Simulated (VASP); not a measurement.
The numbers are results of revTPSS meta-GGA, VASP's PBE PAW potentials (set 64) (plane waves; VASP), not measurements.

VASP input:

INCAR:
```
SYSTEM = ZrO2
PREC = Accurate
ENCUT = 520
EDIFF = 1E-7
NELM = 100
ALGO = Normal
LREAL = .FALSE.
LASPH = .TRUE.
ISMEAR = 0
SIGMA = 0.05
METAGGA = RTPSS
LMIXTAU = .TRUE.
LMAXMIX = 4
LWAVE = .FALSE.
LCHARG = .FALSE.
ISIF = 2
```

**KPOINTS**
```
Automatic mesh
0
Gamma
8 8 8
0 0 0
```

POSCAR:
```
ZrO2
3.6074480
  0.0000000000   0.7071068089   0.7071068089
  0.7071068089   0.0000000000   0.7071068089
  0.7071068089   0.7071068089   0.0000000000
Zr O
1 2
Cartesian
  0.0000000000   0.0000000000   0.0000000000
  0.3535534044   0.3535534044   0.3535534044
  1.0606602133   1.0606602133   1.0606602133
```

POTCAR, in this order: Zr_sv O (PBE.64 set). Program: vasp_std.

The resulting files:

### OUTCAR
```
 ion  position               nearest neighbor table
   1  0.000  0.000  0.000-   3 2.21   3 2.21   3 2.21   2 2.21   3 2.21   2 2.21   2 2.21   2 2.21
  LATTYP: Found a face centered cubic cell.
 ALAT       =     5.1017020868
 Subroutine PRICEL returns:
 Original cell was already a primitive cell.
 Subroutine GETGRP returns: Found 48 space group operations
The static configuration has the point symmetry O_h .
The dynamic configuration has the point symmetry O_h .
 Subroutine INISYM returns: Found 48 space group operations
 Subroutine IBZKPT returns following result:
 Found     29 irreducible k-points:

 Following reciprocal coordinates:
            Coordinates               Weight
  0.000000  0.000000  0.000000      1.000000
  0.125000  0.000000  0.000000      8.000000
  0.250000  0.000000  0.000000      8.000000
  0.375000  0.000000  0.000000      8.000000
  0.500000  0.000000  0.000000      4.000000
  0.125000  0.125000  0.000000      6.000000
  0.250000  0.125000  0.000000     24.000000
  0.375000  0.125000  0.000000     24.000000
  0.500000  0.125000  0.000000     24.000000
 -0.375000  0.125000  0.000000     24.000000
 -0.250000  0.125000  0.000000     24.000000
 -0.125000  0.125000  0.000000     12.000000
  0.250000  0.250000  0.000000      6.000000
  0.375000  0.250000  0.000000     24.000000
  0.500000  0.250000  0.000000     24.000000
 -0.375000  0.250000  0.000000     24.000000
 -0.250000  0.250000  0.000000     12.000000
  0.375000  0.375000  0.000000      6.000000
  0.500000  0.375000  0.000000     24.000000
 -0.375000  0.375000  0.000000     12.000000
  0.500000  0.500000  0.000000      3.000000
  0.375000  0.250000  0.125000     24.000000
  0.500000  0.250000  0.125000     48.000000
 -0.375000  0.250000  0.125000     24.000000
  0.500000  0.375000  0.125000     24.000000
...
```

OSZICAR:
```
       N       E                     dE             d eps       ncg     rms          rms(c)
DAV:   1     0.309979445930E+03    0.30998E+03   -0.19783E+04   928   0.255E+03
DAV:   2     0.703767324155E+02   -0.23960E+03   -0.23510E+03  1232   0.454E+02
DAV:   3     0.546146825254E+02   -0.15762E+02   -0.15723E+02  1240   0.133E+02
DAV:   4     0.542744361132E+02   -0.34025E+00   -0.34019E+00  1336   0.200E+01
DAV:   5     0.542711222476E+02   -0.33139E-02   -0.33138E-02  1264   0.170E+00    0.450E+01
DAV:   6    -0.224264323036E+02   -0.76698E+02   -0.35179E+02   928   0.245E+02    0.139E+01
DAV:   7    -0.211114742622E+02    0.13150E+01   -0.13386E+01  1168   0.387E+01    0.740E+00
DAV:   8    -0.207027693533E+02    0.40870E+00   -0.22490E+00  1280   0.102E+01    0.370E+00
DAV:   9    -0.208522923119E+02   -0.14952E+00   -0.45919E-01  1528   0.470E+00    0.177E+00
DAV:  10    -0.208578366266E+02   -0.55443E-02   -0.40748E-01  1064   0.455E+00    0.111E+00
DAV:  11    -0.206714843961E+02    0.18635E+00   -0.13624E-01   944   0.457E+00    0.244E-01
DAV:  12    -0.208785448227E+02   -0.20706E+00   -0.55671E-02   944   0.332E+00    0.114E-01
DAV:  13    -0.208790806974E+02   -0.53587E-03   -0.37652E-03  1264   0.464E-01    0.366E-02
DAV:  14    -0.208787716090E+02    0.30909E-03   -0.52130E-04  1344   0.215E-01    0.409E-02
DAV:  15    -0.208791827974E+02   -0.41119E-03   -0.14176E-04  1032   0.155E-01    0.104E-02
DAV:  16    -0.208791998614E+02   -0.17064E-04   -0.12873E-05  1352   0.334E-02    0.653E-03
DAV:  17    -0.208791955657E+02    0.42958E-05   -0.57995E-06  1184   0.228E-02    0.371E-03
DAV:  18    -0.208791989412E+02   -0.33756E-05   -0.15287E-06  1336   0.142E-02    0.271E-03
DAV:  19    -0.208791989467E+02   -0.54483E-08   -0.48864E-07  1104   0.596E-03
   1 F= -.20879199E+02 E0= -.20879199E+02  d E =-.108910E-19
```

### OUTCAR
```
------------------------ aborting loop because EDIFF is reached ----------------------------------------
  FORCE on cell =-STRESS in cart. coord.  units (eV):
  Direction    XX          YY          ZZ          XY          YZ          ZX
  --------------------------------------------------------------------------------------
  Total        0.0003595      0.0003595      0.0003595      0.0000000      0.0000000     -0.0000000
  in kB        0.0173533      0.0173533      0.0173533      0.0000000      0.0000000     -0.0000000
  external PRESSURE =       0.0173533 kB  Pullay stress =       0.0000000 kB
  volume of cell :       33.20
      direct lattice vectors                 reciprocal lattice vectors
     0.000000000  2.550851043  2.550851043    -0.196013013  0.196013013  0.196013013
     2.550851043  0.000000000  2.550851043     0.196013013 -0.196013013  0.196013013
     2.550851043  2.550851043  0.000000000     0.196013013  0.196013013 -0.196013013
 POSITION                                       TOTAL-FORCE (eV/Angst)
 -----------------------------------------------------------------------------------
      0.00000      0.00000      0.00000         0.000000     -0.000000      0.000000
      1.27543      1.27543      1.27543        -0.000000      0.000000     -0.000000
      3.82628      3.82628      3.82628         0.000000     -0.000000      0.000000
 -----------------------------------------------------------------------------------
    total drift:                                0.000000      0.000000      0.000000
  FREE ENERGIE OF THE ION-ELECTRON SYSTEM (eV)
  ---------------------------------------------------
  free  energy   TOTEN  =       -20.8791989467 eV

  energy  without entropy=      -20.8791989467  energy(sigma->0) =      -20.87919895
```
(Selected blocks of OUTCAR.)

The compound is ZrO2 in the fluorite structure, the high-temperature cubic form, which is unstable at 0 K; the monoclinic form is the stable one. It was relaxed first.
